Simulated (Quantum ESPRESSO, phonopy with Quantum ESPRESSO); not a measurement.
# HfO2 (Fm-3m): phonons against volume, part 7 of 8

Aim: how the vibrations of HfO2 shift with volume, and the expansion that follows.

Quantum ESPRESSO 7.5; DFT PBEsol, scalar-relativistic, plane waves, GBRV ultrasoft pseudopotentials.

So far. Step 13 (Self-consistent run, V/V0 0.985): The run ends at a pressure of 4.26 GPa. Step 14 (Born charges and dielectric tensor): The Born charges sum to zero within 9.1e-4 e; the rest is removed before use. Acoustic frequencies in this log differ from zero by the error of the sum rule, which ph.x does not impose. This version of ph.x has a suspected fault in its gradient-corrected response, so the tensors carry some doubt.

## 16. Phonons, V/V0 0.985

This step: DFT PBEsol, scalar-relativistic, plane waves, GBRV ultrasoft pseudopotentials (phonopy with Quantum ESPRESSO 4.10.0 / 7.5).

It took 2.8 min on 8 threads of Arm Neoverse V2, shared host; 19 min of CPU time.

Phonopy, LO-TO term from ph.x's tensors. Phonon branches along the path, in cm⁻¹:

```csv
point,branch 1,branch 2,branch 3,branch 4,branch 5,branch 6,branch 7,branch 8,branch 9
Γ,0,0,0,265,265,602,602,602,638
halfway,80,80,197,308,308,413,599,599,679
X,-202,107,107,263,328,328,583,583,713
halfway,-165,107,122,252,337,341,579,587,705
U,84,109,154,224,363,373,566,596,683
jump to K,84,109,154,224,363,373,566,596,683
halfway,100,101,170,296,430,511,517,614,627
Γ,0,0,0,265,265,602,602,602,638
halfway,85,85,147,359,359,565,565,566,620
L,97,97,205,426,426,520,536,536,608
halfway,105,153,199,321,328,470,520,628,633
W,111,193,193,204,206,489,489,652,653
halfway,-121,109,136,242,300,387,560,605,696
X,-202,107,107,263,328,328,583,583,713
```

The phonon branches as a text plot (rows in cm⁻¹):

```
    694 |     *************                                 *****
    656 |*****             ***       ***               *****
    618 |*******           ****************************     **
    580 | *     ***********        ***   ****     ***         ***
    542 |  **              *     **          *********      **
    504 |    *              **  *                ***  ******
    465 |                     **                    *****  *
    427 |     **            **  *              *****        *
    389 |                 **     **          **     **       *
    351 |              ****                 *        *        ***
    313 |     *********         *  **      *          *      ****
    275 |*****     ****       ** **********            *    *  **
    237 |       ***    **** **                          *  ****
    199 |     **           *****               *************
    161 |    *    *      *****  ***         ***       **   **
    122 |  **      *************           *        *************
     84 |    ******       *     *****    *************
     46 | ***                      ***  ***
      8 |*                            **
    -30 |
    -68 |                *
   -106 |                                                    *
   -144 |          **   *                                     *
   -183 |            ***                                       **
         Γ           X  U|K            Γ         L        W     X
```

The lowest frequency on the path is -202 cm⁻¹, so the cell is unstable here and gives no valid free energy. The highest zone-centre mode (no LO–TO term) moved by +2.3 % for a volume change of -1.5 %.

The time given is that of the 2 pw.x runs on displaced cells behind this step.

## 17. Ground state at this cell, V/V0 1.03

A tight ground state at this cell gives the energy of this member; its pressure is the stress at this cutoff, which can carry an offset from the finite basis.

This step: DFT PBEsol, scalar-relativistic, plane waves, GBRV ultrasoft pseudopotentials (Quantum ESPRESSO 7.5).

System of this step: HfO2. The structure is cubic, space group Fm-3m (No. 225). The conventional cell has a = 5.079 Å, b = 5.079 Å, c = 5.079 Å, α = 90.00°, β = 90.00°, γ = 90.00°. Hf has 8 O at 2.20 Å nearest. Nearest to O lie 4 Hf at 2.20 Å. Farther neighbours and most contacts between anions are not listed.

scf.in

```
&control
   calculation = 'scf'
   prefix = 'x'
   outdir = './tmp'
   pseudo_dir = './pseudo'
   tprnfor = .true.
   tstress = .true.
/
&system
   ibrav = 0
   nat = 3
   ntyp = 2
   ecutwfc = 45.0
   ecutrho = 270.0
   occupations = 'fixed'
   nbnd = 14
/
&electrons
   conv_thr = 1.0d-12
   mixing_beta = 0.7
   electron_maxstep = 100
/
ATOMIC_SPECIES
 Hf    178.4900  Hf.upf
 O      15.9990  O.upf
CELL_PARAMETERS angstrom
     0.000000000    2.539376380    2.539376380
     2.539376380    0.000000000    2.539376380
     2.539376380    2.539376380    0.000000000
ATOMIC_POSITIONS crystal
 Hf     0.000000000   0.000000000   0.000000000
 O      0.250000000   0.250000000   0.250000000
 O      0.750000000   0.750000000   0.750000000
K_POINTS automatic
 8 8 8 0 0 0
```

Launch:

```sh
$ OMP_NUM_THREADS=1 mpirun -n 8 pw.x -nk 8 -in scf.in > scf.out
```

The log of the run:

```text
[banner, memory and clock lines left out]
Program PWSCF v.7.5

     Message from routine setup:
     using ibrav=0 with symmetry is DISCOURAGED, use correct ibrav instead

     G-vector sticks info

     bravais-lattice index     =            0
     lattice parameter (alat)  =       6.7864  a.u.
     unit-cell volume          =     221.0079 (a.u.)^3
     number of atoms/cell      =            3
     number of atomic types    =            2
     number of electrons       =        24.00
[...]
atom    3 type  2   force =     0.00000000    0.00000000   -0.00000000

     Total force =     0.000000     Total SCF correction =     0.000000

     Computing stress (Cartesian axis) and pressure

     negative rho (up, down):  1.171E-01 0.000E+00
          total   stress  (Ry/bohr**3)                   (kbar)     P=      -74.98
[...]
0.00000000  -0.00050968   0.00000000            0.00      -74.98        0.00
   0.00000000   0.00000000  -0.00050968            0.00        0.00      -74.98

     XML data file, charge density, pseudopotentials, collected wavefunctions
[key lines of the parts left out:]
!    total energy              =    -223.47996506 Ry
convergence has been achieved in  20 iterations
```

It took 3.8 s on 8 MPI ranks; 30 s of CPU time.

The run ends at a pressure of -7.50 GPa.

## 18. Born charges and dielectric tensor

In a polar crystal the Born charges and ε∞ give the long-range dipole term that a finite supercell misses. They are those of this k-mesh and were not tested on a denser one; where the gap is small they converge slowly, and the LO modes with them.

ph.in

```
phonons
&inputph
   prefix = 'x'
   outdir = './tmp'
   fildyn = 'x.dyn'
   tr2_ph = 1.0d-18
   epsil = .true.
/
0.000000000 0.000000000 0.000000000
```

scf.in is that of step 17.

Launch:

```sh
$ OMP_NUM_THREADS=1 mpirun -n 8 ph.x -nk 8 -in ph.in > ph.out
```

The log of the run:

```text
[banner, memory and clock lines left out]
Program PHONON v.7.5

     ./tmp/x.save/

     IMPORTANT: XC functional enforced from input :
     Exchange-correlation= PBESOL
                           (   1   4  10   8   0   0   0)
     Any further DFT definition will be discarded
     Please, verify this is what you really want

     G-vector sticks info

     negative rho (up, down):  1.171E-01 0.000E+00
     Reading collected, re-writing distributed wavefunctions in ./tmp/

     Number and degeneracy of irreps per q-point
[...]
freq (    1) =      -0.457566 [THz] =     -15.262759 [cm-1]
     freq (    2) =      -0.457566 [THz] =     -15.262759 [cm-1]
     freq (    3) =      -0.457566 [THz] =     -15.262759 [cm-1]
[...]
freq (    8) =      16.842196 [THz] =     561.795174 [cm-1]
     freq (    9) =      16.842196 [THz] =     561.795174 [cm-1]
 **************************************************************************

     Mode symmetry, O_h (m-3m)  point group:

     freq (   1-   3) =        -15.3  [cm-1]   --> T_1u G_15  G_4- I
     freq (   4-   6) =        216.5  [cm-1]   --> T_1u G_15  G_4- I
     freq (   7-   9) =        561.8  [cm-1]   --> T_2g G_25' G_5+ R
```

Run time: 56 s. Hardware: 8 MPI ranks; 7.4 min of CPU time.

ε∞:

```
5.28 0.00 0.00
0.00 5.28 0.00
0.00 0.00 5.28
```

The Born charges sum to zero within 8.9e-4 e; the rest is removed before use. Acoustic frequencies in this log differ from zero by the error of the sum rule, which ph.x does not impose. This version of ph.x has a suspected fault in its gradient-corrected response, so the tensors carry some doubt.

## 19. A displaced supercell

One atom (for the harmonic constants) or a pair of atoms (for the cubic ones) is moved by a few hundredths of an ångström; the forces on all atoms give a column of force constants. The threshold is tight because the forces are small.

System of this step: HfO2. Symmetry: Imm2, No. 44, orthorhombic system. Conventional cell: a = 7.182 Å, b = 10.158 Å, c = 7.182 Å, α = 90.00°, β = 90.00°, γ = 90.00°. Hf has 8 O at 2.18 to 2.22 Å nearest. Hf has 8 O at 2.20 Å nearest. Nearest to Hf lie 8 O at 2.20 Å. Nearest to O lie 4 Hf at 2.18 to 2.20 Å. Farther neighbours and most contacts between anions are not listed.

disp-00001.in

```
&control
   calculation = 'scf'
   prefix = 'x'
   outdir = './tmp'
   pseudo_dir = './pseudo'
   tprnfor = .true.
   disk_io = 'none'
/
&system
   ibrav = 0
   nat = 24
   ntyp = 2
   ecutwfc = 45.0
   ecutrho = 270.0
   occupations = 'fixed'
   nbnd = 98
/
&electrons
   conv_thr = 1.0d-11
   mixing_beta = 0.7
   electron_maxstep = 100
/
ATOMIC_SPECIES
 Hf    178.4900  Hf.upf
 O      15.9990  O.upf
CELL_PARAMETERS angstrom
     0.000000000    5.078752760    5.078752760
     5.078752760    0.000000000    5.078752760
     5.078752760    5.078752760    0.000000000
ATOMIC_POSITIONS crystal
 Hf     0.002784569   0.000000000   0.000000000
 Hf     0.500000000   0.000000000   0.000000000
 Hf     0.000000000   0.500000000   0.000000000
 Hf     0.500000000   0.500000000   0.000000000
 Hf     0.000000000   0.000000000   0.500000000
 Hf     0.500000000   0.000000000   0.500000000
 Hf     0.000000000   0.500000000   0.500000000
 Hf     0.500000000   0.500000000   0.500000000
 O      0.125000000   0.125000000   0.125000000
 O      0.625000000   0.125000000   0.125000000
 O      0.125000000   0.625000000   0.125000000
 O      0.625000000   0.625000000   0.125000000
 O      0.125000000   0.125000000   0.625000000
 O      0.625000000   0.125000000   0.625000000
 O      0.125000000   0.625000000   0.625000000
 O      0.625000000   0.625000000   0.625000000
 O      0.375000000   0.375000000   0.375000000
 O      0.875000000   0.375000000   0.375000000
 O      0.375000000   0.875000000   0.375000000
 O      0.875000000   0.875000000   0.375000000
 O      0.375000000   0.375000000   0.875000000
 O      0.875000000   0.375000000   0.875000000
 O      0.375000000   0.875000000   0.875000000
 O      0.875000000   0.875000000   0.875000000
K_POINTS automatic
 3 3 3 0 0 0
```

Launch:

```sh
$ OMP_NUM_THREADS=1 mpirun -n 4 pw.x -nk 4 -in disp-00001.in > disp-00001.out
```

The log of the run:

```text
[banner, memory and clock lines left out]
Program PWSCF v.7.5

     Message from routine setup:
     using ibrav=0 with symmetry is DISCOURAGED, use correct ibrav instead

     G-vector sticks info

     bravais-lattice index     =            0
     lattice parameter (alat)  =      13.5728  a.u.
     unit-cell volume          =    1768.0633 (a.u.)^3
     number of atoms/cell      =           24
     number of atomic types    =            2
     number of electrons       =       192.00
[...]
atom    1 type  1   force =     0.00000000   -0.00745647   -0.00745647
     atom    2 type  1   force =    -0.00000000    0.00484330    0.00484330
     atom    3 type  1   force =     0.00235845   -0.00242570    0.00248414
[...]
atom   23 type  2   force =     0.00054370    0.00034223    0.00034223
     atom   24 type  2   force =    -0.00070025    0.00015900    0.00015900

     Total force =     0.015511     Total SCF correction =     0.000003
     Message from routine punch:
     Nothing written, as per user request (disk_io='none')
[key lines of the parts left out:]
!    total energy              =   -1787.83957236 Ry
convergence has been achieved in  19 iterations
```

The job ended after 2.1 min (4 MPI ranks; 8.5 min of CPU time).

## 20. Phonons, V/V0 1.03

This step: DFT PBEsol, scalar-relativistic, plane waves, GBRV ultrasoft pseudopotentials (phonopy with Quantum ESPRESSO 4.10.0 / 7.5).

Wall time 2.7 min (8 threads); 19 min of CPU time.

The lowest frequency on the path is -232 cm⁻¹, so the cell is unstable here and gives no valid free energy. The highest zone-centre mode (no LO–TO term) moved by -4.5 % for a volume change of +3.0 %.

The time given is that of the 2 pw.x runs on displaced cells behind this step.

## 21. Self-consistent run, V/V0 0.97

A tight ground state at this cell gives the energy of this member; its pressure is the stress at this cutoff, which can carry an offset from the finite basis.

This step: DFT PBEsol, scalar-relativistic, plane waves, GBRV ultrasoft pseudopotentials (Quantum ESPRESSO 7.5).

System of this step: HfO2. Symmetry: Fm-3m, No. 225, cubic system. Conventional cell: a = 4.978 Å, b = 4.978 Å, c = 4.978 Å, α = 90.00°, β = 90.00°, γ = 90.00°. Nearest to Hf lie 8 O at 2.16 Å. Nearest to O lie 4 Hf at 2.16 Å. Farther neighbours and most contacts between anions are not listed.

Changes to scf.in since step 18:

```diff
@@ -26,5 +26,5 @@
 CELL_PARAMETERS angstrom
-     0.000000000    2.539376380    2.539376380
-     2.539376380    0.000000000    2.539376380
-     2.539376380    2.539376380    0.000000000
+     0.000000000    2.489078416    2.489078416
+     2.489078416    0.000000000    2.489078416
+     2.489078416    2.489078416    0.000000000
 ATOMIC_POSITIONS crystal
```

Launch:

```sh
$ OMP_NUM_THREADS=1 mpirun -n 8 pw.x -nk 8 -in scf.in > scf.out
```

The log of the run:

```text
[banner, memory and clock lines left out]
Program PWSCF v.7.5

     Message from routine setup:
     using ibrav=0 with symmetry is DISCOURAGED, use correct ibrav instead

     G-vector sticks info

     bravais-lattice index     =            0
     lattice parameter (alat)  =       6.6520  a.u.
     unit-cell volume          =     208.1337 (a.u.)^3
     number of atoms/cell      =            3
     number of atomic types    =            2
     number of electrons       =        24.00
[...]
atom    3 type  2   force =    -0.00000000    0.00000000    0.00000000

     Total force =     0.000000     Total SCF correction =     0.000000

     Computing stress (Cartesian axis) and pressure

     negative rho (up, down):  1.167E-01 0.000E+00
          total   stress  (Ry/bohr**3)                   (kbar)     P=       88.39
[...]
0.00000000   0.00060084   0.00000000            0.00       88.39        0.00
  -0.00000000   0.00000000   0.00060084           -0.00        0.00       88.39

     XML data file, charge density, pseudopotentials, collected wavefunctions
[key lines of the parts left out:]
!    total energy              =    -223.47946157 Ry
convergence has been achieved in  18 iterations
```

Run time: 3.6 s. Hardware: 8 MPI ranks; 28 s of CPU time.

The run ends at a pressure of 8.84 GPa.

## 22. Zone-centre response

In a polar crystal the Born charges and ε∞ give the long-range dipole term that a finite supercell misses. They are those of this k-mesh and were not tested on a denser one; where the gap is small they converge slowly, and the LO modes with them.

ph.in is that of step 18.

scf.in is that of step 21.

Launch:

```sh
$ OMP_NUM_THREADS=1 mpirun -n 8 ph.x -nk 8 -in ph.in > ph.out
```

The log of the run:

```text
[banner, memory and clock lines left out]
Program PHONON v.7.5

     ./tmp/x.save/

     IMPORTANT: XC functional enforced from input :
     Exchange-correlation= PBESOL
                           (   1   4  10   8   0   0   0)
     Any further DFT definition will be discarded
     Please, verify this is what you really want

     G-vector sticks info

     negative rho (up, down):  1.167E-01 0.000E+00
     Reading collected, re-writing distributed wavefunctions in ./tmp/

     Number and degeneracy of irreps per q-point
[...]
freq (    1) =      -0.438088 [THz] =     -14.613051 [cm-1]
     freq (    2) =      -0.438088 [THz] =     -14.613051 [cm-1]
     freq (    3) =      -0.438088 [THz] =     -14.613051 [cm-1]
[...]
freq (    8) =      18.461651 [THz] =     615.814401 [cm-1]
     freq (    9) =      18.461651 [THz] =     615.814401 [cm-1]
 **************************************************************************

     Mode symmetry, O_h (m-3m)  point group:

     freq (   1-   3) =        -14.6  [cm-1]   --> T_1u G_15  G_4- I
     freq (   4-   6) =        279.6  [cm-1]   --> T_1u G_15  G_4- I
     freq (   7-   9) =        615.8  [cm-1]   --> T_2g G_25' G_5+ R
```

Elapsed: 54 s, on 8 MPI ranks.

The Born charges sum to zero within 9.4e-4 e; the rest is removed before use. Acoustic frequencies in this log differ from zero by the error of the sum rule, which ph.x does not impose. This version of ph.x has a suspected fault in its gradient-corrected response, so the tensors carry some doubt.

## 23. Forces on a displaced cell

One atom (for the harmonic constants) or a pair of atoms (for the cubic ones) is moved by a few hundredths of an ångström; the forces on all atoms give a column of force constants. The threshold is tight because the forces are small.

System of this step: HfO2. Symmetry: Imm2, No. 44, orthorhombic system. The conventional cell has a = 7.040 Å, b = 9.956 Å, c = 7.040 Å, α = 90.00°, β = 90.00°, γ = 90.00°. Nearest to Hf lie 8 O at 2.14 to 2.17 Å. Nearest to Hf lie 8 O at 2.16 Å. Nearest to O lie 4 Hf at 2.14 to 2.16 Å. Farther neighbours and most contacts between anions are not listed.

Changes to disp-00001.in since step 19:

```diff
@@ -26,7 +26,7 @@
 CELL_PARAMETERS angstrom
-     0.000000000    5.078752760    5.078752760
-     5.078752760    0.000000000    5.078752760
-     5.078752760    5.078752760    0.000000000
+     0.000000000    4.978156833    4.978156833
+     4.978156833    0.000000000    4.978156833
+     4.978156833    4.978156833    0.000000000
 ATOMIC_POSITIONS crystal
- Hf     0.002784569   0.000000000   0.000000000
+ Hf     0.002840838   0.000000000   0.000000000
  Hf     0.500000000   0.000000000   0.000000000
```

Launch:

```sh
$ OMP_NUM_THREADS=1 mpirun -n 4 pw.x -nk 4 -in disp-00001.in > disp-00001.out
```

The log of the run:

```text
[banner, memory and clock lines left out]
Program PWSCF v.7.5

     Message from routine setup:
     using ibrav=0 with symmetry is DISCOURAGED, use correct ibrav instead

     G-vector sticks info

     bravais-lattice index     =            0
     lattice parameter (alat)  =      13.3040  a.u.
     unit-cell volume          =    1665.0693 (a.u.)^3
     number of atoms/cell      =           24
     number of atomic types    =            2
     number of electrons       =       192.00
[...]
atom    1 type  1   force =     0.00000000   -0.00967269   -0.00967269
     atom    2 type  1   force =     0.00000000    0.00525390    0.00525390
     atom    3 type  1   force =     0.00256712   -0.00258126    0.00268615
[...]
atom   23 type  2   force =    -0.00001608    0.00086296    0.00086296
     atom   24 type  2   force =    -0.00018969    0.00063958    0.00063958

     Total force =     0.018406     Total SCF correction =     0.000002
     Message from routine punch:
     Nothing written, as per user request (disk_io='none')
[key lines of the parts left out:]
!    total energy              =   -1787.83539235 Ry
convergence has been achieved in  18 iterations
```

Run time: 1.9 min. Hardware: 4 MPI ranks.

## 24. Lattice dynamics at this volume, V/V0 0.97

This step: DFT PBEsol, scalar-relativistic, plane waves, GBRV ultrasoft pseudopotentials (phonopy with Quantum ESPRESSO 4.10.0 / 7.5).

Elapsed: 2.4 min, on 8 threads; 17 min of CPU time.

Phonopy, LO-TO term from ph.x's tensors. Phonon branches along the path, in cm⁻¹:

```csv
point,branch 1,branch 2,branch 3,branch 4,branch 5,branch 6,branch 7,branch 8,branch 9
Γ,0,0,0,280,280,616,616,616,649
halfway,84,84,201,322,322,427,613,613,691
X,-189,112,112,267,342,342,596,596,727
halfway,-148,112,128,257,351,355,593,600,718
U,113,115,160,229,377,386,579,609,696
jump to K,113,116,160,229,377,386,579,609,696
halfway,104,105,175,310,443,524,530,628,639
Γ,0,0,0,280,280,616,616,616,649
halfway,88,88,153,373,373,578,578,578,632
L,100,100,213,439,439,531,550,550,621
halfway,110,157,206,334,341,483,533,640,646
W,117,198,198,222,223,502,502,666,666
halfway,-95,115,141,247,315,400,573,618,710
X,-189,112,112,267,342,342,596,596,727
```

The phonon branches as a text plot (rows in cm⁻¹):

```
    708 |     *************                                 *****
    669 | ****             ***                         *****
    631 |*******           ****************************     **
    593 | *     ***********        ***   ****       *         ***
    555 |  **              *     **          *********      **
    517 |    *              **  *               ****  ******
    479 |                     **                    *****  *
    440 |     **            **  *              *****        *
    402 |                 **     **          **     **       *
    364 |             *****                 *        *        ***
    326 |    **********         *  **    ***          *      ****
    288 |****               **** ********              *    *
    250 |         ********                              ** * ****
    212 |     ****        **                   **************
    173 |    *    *       *******            **       ***  **
    135 |             ****    ** **        **       **   *******
     97 |  ** ***********************    ** *************    ****
     59 | ****           *         ***  ****
     21 | *                          *  *
    -17 |*                            **
    -56 |
    -94 |                                                    *
   -132 |          **  **                                     *
   -170 |            **                                        **
         Γ           X  U|K            Γ         L        W     X
```

The lowest frequency on the path is -189 cm⁻¹, so the cell is unstable here and gives no valid free energy. The highest zone-centre mode (no LO–TO term) moved by +4.7 % for a volume change of -3.0 %.

The time given is that of the 2 pw.x runs on displaced cells behind this step.

[end of part 7 of 8]

[Logs are printed without paths, hosts, clocks, repeated set-up lines and the standing remarks that a program may print on its own settings, such as how far it seeks lower states.]

[Hosts, paths, dates, database ids (printed as entryN), source tags and the programs' standing remarks are cut or masked in the printed files.]

[A step with changed settings may run another functional than the one named; its input shows which.]

[Of the runs on displaced cells, only some may be shown.]
